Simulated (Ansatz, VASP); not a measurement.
# Ga8As3P5 (random alloy of the zinc-blende GaP-GaAs line, x = 0.375): VASP beside Ansatz, part 2 of 2

One calculation is typed for both programs; each brings its own data sets. How far apart do they land? Of the first pair: The structure shown is the start of the Ansatz relaxation below; VASP solves that cell, so the two are compared at the walk's first step.

VASP 6.6.1 and Ansatz 0.2.0.

So far: Set-up; Ansatz: relaxation, PBE.

## 3. VASP: single point, PBE, start cell, pair 1

Level of this step: PBE; plane waves and PAW (Ga_d, P, As) (VASP).

The same cell, functional, mesh and smearing now go to VASP, with its own data sets.

Lines of VASP's logs that name or quote its potential files are left out, and so is its time.

Input file INCAR:

```
SYSTEM = Ga8As3P5
PREC = Accurate
ENCUT = 400
EDIFF = 1E-06
NELM = 120
ISMEAR = -1
SIGMA = 0.025
LREAL = Auto
ALGO = Normal
GGA = PE
NBANDS = 336
LORBIT = 11
LWAVE = .FALSE.
LCHARG = .FALSE.
ISIF = 2
LASPH = .TRUE.
GGA_COMPAT = .FALSE.
EFERMI = MIDGAP
NCORE = 2
```

Input file POSCAR:

```
Ga8As3P5
1.0
   11.2000000000      0.0000000000      0.0000000000
    0.0000000000     11.2000000000      0.0000000000
    0.0000000000      0.0000000000     11.2000000000
Ga P As
32 20 12
Direct
    0.9992589286      0.9999017857      0.9961875000
    0.0009017857      0.2477767857      0.2481071429
    0.2500714286      0.9980000000      0.2509642857
    0.2486607143      0.2500178571      0.9984285714
    0.9993928571      0.9995803571      0.4988571429
    0.9995178571      0.2539821429      0.7456517857
    0.2509017857      0.9984910714      0.7500000000
    0.2466607143      0.2530892857      0.5026160714
    0.9985178571      0.5001607143      0.0017857143
    0.0007678571      0.7522767857      0.2488660714
    0.2492500000      0.4997589286      0.2499285714
    0.2487857143      0.7474285714      0.0009375000
    0.9993214286      0.5001160714      0.4980357143
    0.0012410714      0.7463660714      0.7496607143
    0.2492767857      0.4975267857      0.7524375000
    0.2506785714      0.7510089286      0.5003571429
    0.5006785714      0.9996071429      0.0020982143
    0.4979821429      0.2507678571      0.2494642857
    0.7487232143      0.9989642857      0.2494196429
    0.7495089286      0.2490803571      0.9987500000
    0.4981785714      0.0007678571      0.4994196429
    0.5013392857      0.2482321429      0.7519821429
    0.7481071429      0.0010625000      0.7496696429
    0.7508928571      0.2502321429      0.4974732143
    0.5058571429      0.5017321429      0.0031964286
    0.5010714286      0.7500089286      0.2495892857
    0.7520000000      0.4995089286      0.2531071429
    0.7491607143      0.7477589286      0.0002232143
    0.5073392857      0.5014732143      0.5027410714
    0.4993482143      0.7484375000      0.7507142857
    0.7523839286      0.5005357143      0.7491875000
    0.7474017857      0.7494017857      0.5006428571
    0.1279285714      0.1218035714      0.1235000000
    0.1251964286      0.3756607143      0.8774285714
    0.3744017857      0.3760892857      0.6250892857
    0.1243214286      0.6243303571      0.1248660714
    0.1259107143      0.8753928571      0.3716785714
    0.3755803571      0.6213571429      0.3750803571
    0.1278303571      0.6202500000      0.6248392857
    0.1248571429      0.8764732143      0.8772321429
    0.6208125000      0.1270714286      0.1256875000
    0.6296160714      0.3782767857      0.3757857143
    0.8733392857      0.3795535714      0.1223660714
    0.6257589286      0.1264285714      0.6272500000
    0.6218482143      0.3748035714      0.8741071429
    0.6242321429      0.6262410714      0.1262500000
    0.6213035714      0.8760892857      0.3757589286
    0.8741964286      0.6227589286      0.3766785714
    0.8763482143      0.8754285714      0.1258928571
    0.6244375000      0.8739375000      0.8770535714
    0.8759196429      0.6264821429      0.8761339286
    0.8761071429      0.8767232143      0.6263482143
    0.1233839286      0.3759821429      0.3790892857
    0.3739375000      0.1249732143      0.3770982143
    0.3747232143      0.3754642857      0.1232321429
    0.1228839286      0.1224642857      0.6247321429
    0.3759732143      0.1244375000      0.8763839286
    0.3763125000      0.8738303571      0.1265000000
    0.3771696429      0.6241696429      0.8756339286
    0.3775089286      0.8719017857      0.6268571429
    0.8740000000      0.1233928571      0.3739375000
    0.8768214286      0.1223482143      0.8765089286
    0.8745535714      0.3722410714      0.6212767857
    0.6214464286      0.6256517857      0.6263839286
```

Input file KPOINTS:

```
Automatic mesh
0
Gamma
1 1 1
0 0 0
```

The projector-augmented-wave data sets are Ga_d, P and As (PBE family, release 64).

Run with:

```console
mpirun -np 8 vasp_gam
```

Numbers of over 12 decimals in the logs are rounded to 6 here.

The log of the run:

```text
[banner, memory and clock lines left out]
running    8 mpi-ranks, on    1 nodes
[...]
LDA part: xc-table for (Slater+PW92), standard interpolation
 POSCAR, INCAR and KPOINTS ok, starting setup
[...]
entering main loop
       N       E                     dE             d eps       ncg     rms          rms(c)
DAV:   1     0.922333536511E+04    0.92233E+04   -0.20110E+05   712   0.249E+03
DAV:   2     0.220848872508E+04   -0.70148E+04   -0.67791E+04   672   0.705E+02
DAV:   3     0.350593643751E+02   -0.21734E+04   -0.20421E+04   848   0.245E+02
DAV:   4    -0.264294928549E+03   -0.29935E+03   -0.28925E+03   832   0.877E+01
[...]
DAV:  15    -0.274908481311E+03   -0.49636E-04   -0.44531E-04   784   0.117E-01    0.127E-02
DAV:  16    -0.274908481173E+03    0.13818E-06   -0.49477E-05   952   0.730E-02    0.809E-03
DAV:  17    -0.274908481919E+03   -0.74573E-06   -0.91645E-06   744   0.297E-02
   1 F= -.27490848E+03 E0= -.27490848E+03  d E =-.113583E-07
```

Parts of OUTCAR (step 3):

```text
  Total        1.1042772      1.2447286      1.1233622     -1.2659401      0.1060188      0.7854543
  in kB        1.2593157      1.4194862      1.2810803     -1.4436758      0.1209036      0.8957306
  external PRESSURE =       1.3199607 kB  Pullay stress =       0.0000000 kB

 POSITION                                       TOTAL-FORCE (eV/Angst)
 -----------------------------------------------------------------------------------
     11.19170     11.19890     11.15730         0.612399     -0.551675      0.925941
      0.01010      2.77510      2.77880         0.023261      0.222519     -0.715049
      2.80080     11.17760      2.81080        -0.451130      0.176172     -0.126491
      2.78500      2.80020     11.18240        -0.524381     -0.098309      0.143765
     11.19320     11.19530      5.58720        -0.010423     -0.850573     -0.070023
     11.19460      2.84460      8.35130         0.459993     -0.150962      0.926473
      2.81010     11.18310      8.40000        -0.344541     -0.284672      0.418187
      2.76260      2.83460      5.62930         0.691055      0.001022      0.406970
     11.18340      5.60180      0.02000         0.143378      0.142871     -0.179715
      0.00860      8.42550      2.78730        -0.122767     -0.315278      0.104687
      2.79160      5.59730      2.79920         0.028096      0.576875      0.093344
      2.78640      8.37120      0.01050        -0.499593      0.211435     -0.055596
     11.19240      5.60130      5.57800        -0.084661      0.814079      0.351890
      0.01390      8.35930      8.39620         0.144432      0.307094     -0.032597
[...]
-----------------------------------------------------------------------------------
    total drift:                               -0.003966     -0.016770      0.011370

  FREE ENERGIE OF THE ION-ELECTRON SYSTEM (eV)
  ---------------------------------------------------
  free  energy   TOTEN  =      -274.9084819190 eV

  energy  without entropy=     -274.9084819076  energy(sigma->0) =     -274.90848191

[... 2 further parts left out ...]
```

The run ends at a pressure of 0.13 GPa, with forces up to 1.6 eV/Å.

## 4. Differences

Known differences besides the potentials themselves: the data sets hold 696 valence electrons in Ansatz (on its default PAW (the set named soft_2) files) and 576 in VASP; the cutoff is 420 eV in Ansatz and 400 eV in VASP (PREC = Accurate, projectors in real space). Total energies have different zeros and are not compared.

Forces on 7 of the 64 atoms, those with the largest forces and the largest differences (eV/Å; atoms numbered as in POSCAR):

| atom | Ansatz x, y, z | VASP x, y, z |
| --- | --- | --- |
| Ga1 | 0.600, -0.539, 0.916 | 0.612, -0.552, 0.926 |
| Ga6 | 0.451, -0.155, 0.914 | 0.460, -0.151, 0.926 |
| Ga13 | -0.081, 0.793, 0.352 | -0.085, 0.814, 0.352 |
| Ga21 | 0.799, 0.004, 0.327 | 0.816, 0.003, 0.326 |
| Ga24 | -0.887, -0.238, 0.059 | -0.906, -0.237, 0.057 |
| Ga29 | -1.184, -0.739, -0.755 | -1.194, -0.751, -0.768 |
| Ga30 | 0.388, 0.487, 0.686 | 0.396, 0.496, 0.696 |

The forces differ by 6.6 meV/Å r.m.s., which is 1.8 % of the r.m.s. force of 0.367 eV/Å (both taken over all components).

## 5. Ansatz: relaxation, PBE

This run makes the geometry at which the two programs are then compared.

The structure compared here is the end of the Ansatz relaxation.

This is the run of step 2 again, met here at its other cell.

## 6. VASP: single point, PBE, relaxed cell, pair 2

The same cell, functional, mesh and smearing now go to VASP, with its own data sets.

INCAR: that of step 3 with these lines changed.

```diff
@@ -2,3 +2,3 @@
 PREC = Accurate
-ENCUT = 400
+ENCUT = 500
 EDIFF = 1E-06
```

Input file POSCAR:

```
Ga8As3P5
1.0
   11.2032050000     -0.0019390000      0.0010730000
   -0.0019390000     11.1997310000      0.0004170000
    0.0010730000      0.0004170000     11.2005980000
Ga P As
32 20 12
Direct
    0.0008400000      0.9954800000      0.0035000000
    0.9987100000      0.2502400000      0.2441200000
    0.2439800000      0.9999000000      0.2512100000
    0.2444900000      0.2501800000      0.0004900000
    0.9993400000      0.9933200000      0.5001300000
    0.0015400000      0.2527000000      0.7539500000
    0.2471600000      0.9952200000      0.7544500000
    0.2534700000      0.2528000000      0.5032200000
    0.9991700000      0.5008100000      0.0007700000
    0.9982600000      0.7493500000      0.2492700000
    0.2504100000      0.5074100000      0.2486400000
    0.2434400000      0.7487300000      0.0006600000
    0.9983600000      0.5071300000      0.4997500000
    0.9987700000      0.7489800000      0.7506700000
    0.2472000000      0.4973200000      0.7469400000
    0.2476700000      0.7463700000      0.4969800000
    0.5062700000      0.0002600000      0.0005700000
    0.5061100000      0.2494200000      0.2492700000
    0.7477200000      0.9954300000      0.2455900000
    0.7476700000      0.2526600000      0.0035300000
    0.5062000000      0.9987800000      0.4995900000
    0.5034600000      0.2534400000      0.7475300000
    0.7486600000      0.9972100000      0.7469600000
    0.7450100000      0.2502600000      0.4999100000
    0.5062900000      0.5005400000      0.0007000000
    0.5035100000      0.7460300000      0.2535900000
    0.7515900000      0.5003100000      0.2511900000
    0.7516500000      0.7495100000      0.0007600000
    0.4968400000      0.4975900000      0.4968700000
    0.5029800000      0.7525600000      0.7537800000
    0.7506700000      0.5010700000      0.7574100000
    0.7537800000      0.7519600000      0.4965300000
    0.1228200000      0.1236500000      0.1243100000
    0.1237700000      0.3770800000      0.8764200000
    0.3761900000      0.3760400000      0.6253700000
    0.1215800000      0.6257300000      0.1253100000
    0.1227600000      0.8715400000      0.3741600000
    0.3751800000      0.6249100000      0.3749100000
    0.1238400000      0.6258400000      0.6252600000
    0.1216100000      0.8723100000      0.8766000000
    0.6272500000      0.1246600000      0.1252000000
    0.6252300000      0.3759300000      0.3739800000
    0.8739900000      0.3769900000      0.1244500000
    0.6254100000      0.1247200000      0.6250800000
    0.6263000000      0.3751100000      0.8765100000
    0.6285100000      0.6247900000      0.1263800000
    0.6273300000      0.8735000000      0.3739900000
    0.8749100000      0.6266900000      0.3732900000
    0.8748000000      0.8724300000      0.1251700000
    0.6284400000      0.8747700000      0.8763400000
    0.8759900000      0.6258200000      0.8774400000
    0.8749700000      0.8724900000      0.6252200000
    0.1248000000      0.3777800000      0.3741500000
    0.3769000000      0.1247500000      0.3752200000
    0.3759200000      0.3758500000      0.1251800000
    0.1247600000      0.1236100000      0.6263500000
    0.3760600000      0.1257700000      0.8752700000
    0.3750500000      0.8736200000      0.1262900000
    0.3740700000      0.6237900000      0.8756000000
    0.3750500000      0.8736000000      0.6241700000
    0.8731800000      0.1227000000      0.3732800000
    0.8738900000      0.1237600000      0.8773800000
    0.8739700000      0.3770000000      0.6260600000
    0.6261100000      0.6248200000      0.6243700000
```

KPOINTS is that of step 3.

Run with:

```console
mpirun -np 8 vasp_gam
```

The log of the run:

```text
[... set-up lines as in an earlier step ...]
 entering main loop
       N       E                     dE             d eps       ncg     rms          rms(c)
DAV:   1     0.101326137892E+05    0.10133E+05   -0.22867E+05   736   0.283E+03
DAV:   2     0.248873039112E+04   -0.76439E+04   -0.73810E+04   672   0.810E+02
DAV:   3     0.770905867901E+02   -0.24116E+04   -0.22819E+04   848   0.274E+02
DAV:   4    -0.260275190374E+03   -0.33737E+03   -0.32210E+03   808   0.958E+01
[...]
DAV:  17    -0.276054060606E+03   -0.51024E-05   -0.47469E-05   808   0.285E-02    0.675E-03
DAV:  18    -0.276054061663E+03   -0.10567E-05   -0.79074E-06   608   0.144E-02    0.413E-03
DAV:  19    -0.276054061878E+03   -0.21564E-06   -0.19055E-06   400   0.132E-02
   1 F= -.27605406E+03 E0= -.27605406E+03  d E =-.181409E-07
```

From OUTCAR (step 6):

```text
  Total        0.2869620      0.3428253      0.2505796      0.2273734     -0.0182230     -0.0618105
  in kB        0.3271478      0.3908340      0.2856704      0.2592144     -0.0207749     -0.0704664
  external PRESSURE =       0.3345507 kB  Pullay stress =       0.0000000 kB

 POSITION                                       TOTAL-FORCE (eV/Angst)
 -----------------------------------------------------------------------------------
      0.00748     11.14911      0.03962         0.000404     -0.009474      0.010628
     11.18853      2.80079      2.73547        -0.005759      0.002128     -0.024587
      2.73169     11.19824      2.81438        -0.016228      0.000035      0.002559
      2.73859      2.80147      0.00585        -0.017226      0.008385     -0.000495
     11.19442     11.12319      5.60324        -0.005299     -0.024331     -0.000999
      0.01757      2.83048      8.44480         0.016446      0.008469      0.008783
      2.76786     11.14603      8.45097        -0.009429     -0.007094      0.005017
      2.83973      2.83101      5.63674         0.019754      0.006608      0.010574
     11.19294      5.60700      0.00991        -0.007522      0.010522      0.003720
     11.18253      8.39069      2.79336        -0.006339     -0.010565      0.001329
      2.80468      5.68247      2.78540        -0.003958      0.011598      0.008681
      2.72586      8.38510      0.00797        -0.033270     -0.009668     -0.002777
     11.18438      5.67799      5.59878        -0.005525      0.021270     -0.004596
     11.18878      8.38675      8.40934         0.000626      0.001420      0.006747
[...]
-----------------------------------------------------------------------------------
    total drift:                               -0.013489     -0.007951      0.010971

  FREE ENERGIE OF THE ION-ELECTRON SYSTEM (eV)
  ---------------------------------------------------
  free  energy   TOTEN  =      -276.0540618784 eV

  energy  without entropy=     -276.0540618602  energy(sigma->0) =     -276.05406187

[... 1 part as in an earlier step ...]

[... 1 further part left out ...]
```

The run ends at a pressure of 0.03 GPa, with forces up to 0.035 eV/Å.

## 7. Comparison

What differs besides the data sets and the points named for the pairs above, as far as they apply: the data sets hold 696 valence electrons in Ansatz (on its default PAW (the set named soft_2) files) and 576 in VASP; the cutoff is 420 eV in Ansatz and 500 eV in VASP (PREC = Accurate, projectors in real space). Total energies have different zeros and are not compared.

Both answers:

| quantity | Ansatz | VASP | difference |
| --- | --- | --- | --- |
| pressure (GPa) | -0.01 | 0.03 | -0.05 |
| gap on the k mesh (eV) | 0.948 | 0.946 | +0.002 |

The largest component of a force difference here is 17 meV/Å. A gap on the mesh is an upper bound, since the band edges may lie between its points.

## 8. Summary of results

| Quantity | Value |
| --- | --- |
| r.m.s. force difference (single point, PBE, start cell, pair 1) | 1.8 % of the r.m.s. force |
| difference in gap on the k mesh (single point, PBE, relaxed cell, pair 2) | 0.0020 eV |

The r.m.s. force difference is 1.8 % of the r.m.s. force (single point, PBE, start cell, pair 1), within the 3 % picked in this series as the mark of a large difference. The data sets hold unlike numbers of valence electrons (696 in Ansatz and 576 in VASP), so part of the differences may come from the potentials. Such differences can come from data sets, numerical settings and the points named under the comparisons, not from the functional's error against experiment.

[Lines on the potential files, build, host, timing and source positions are cut from VASP's logs without a mark.]

[Logs are printed without paths, hosts, clocks, repeated set-up lines and the standing remarks that a program may print on its own settings, such as how far it seeks lower states.]

[Hosts, paths, dates, database ids (printed as entryN), source tags and the programs' standing remarks are cut or masked in the printed files.]
